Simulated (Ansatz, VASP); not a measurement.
**Cu: VASP beside Ansatz**

```
CELL_PARAMETERS angstrom
0.00000 1.72388 1.72388
1.72388 0.00000 1.72388
1.72388 1.72388 0.00000
ATOMIC_POSITIONS crystal
Cu 0.00000 0.00000 0.00000
```

Alike in both runs: functional PBE; dispersion D3(BJ); k mesh 20 × 20 × 20; occupations gaussian, width 0.1 eV; no spin polarisation.

Ansatz relaxed the structure, and its values are those at the end. VASP's run is a single point on that final structure, the one shown.

|  | VASP | Ansatz |
| --- | --- | --- |
| version | VASP 6.6.1 | Ansatz 0.2.0 |
| potentials or method | VASP PAW PBE potentials, release 64 (Cu) | scalar-relativistic, plane waves, PAW |
| plane-wave cutoff (eV) | 520 | 420 |
| valence electrons in the cell | 11 | 19 |

VASP gave:

| Quantity | Value |
| --- | --- |
| gap on the k mesh at the Fermi level (eV) | none |
| pressure (GPa) | 21.5 |

Which values does Ansatz return?

gap on the k mesh at the Fermi level (eV): none; pressure (GPa): 21.1.

A gap of «none» marks a metal or a gap that the smearing closes. The two sets of potentials don't hold the same shells in valence.

Caveats: so large a pressure means that the cell lies far from this level's equilibrium, or that cutoff or potentials fall short (VASP); pairwise dispersion overbinds metals, which lowers pressure and volume.
